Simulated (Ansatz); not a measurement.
The system is Ba.

```
Ba
1.0
     3.99965    0.00000    0.00000
     0.00000    3.99965    0.00000
     0.00000    0.00000    3.60554
Ba
1
Direct
  0.50000 0.50000 0.50000
```

This isn't the form of Ba at room conditions, which is bcc.

Base run:

- Program: Ansatz 0.2.0
- Functional: LDA
- Potentials or basis: all-electron LAPW, scalar-relativistic
- Cutoff: 115 eV (chosen from the basis error)
- Basis error allowed: 0.001 eV/atom
- k mesh: 7 × 7 × 7
- Occupations: gaussian, width 0.02 eV
- Spin: no spin polarisation

Its results: band gap on the k mesh none (metal or under the smearing width); pressure -1.0 GPa.

The run is repeated on the same cell with these changes: functional from LDA to PBE; occupations from gaussian, width 0.02 eV to gaussian, width 0.1 eV. What comes out?

Band gap on the k mesh none (metal or under the smearing width); pressure 0.6 GPa.
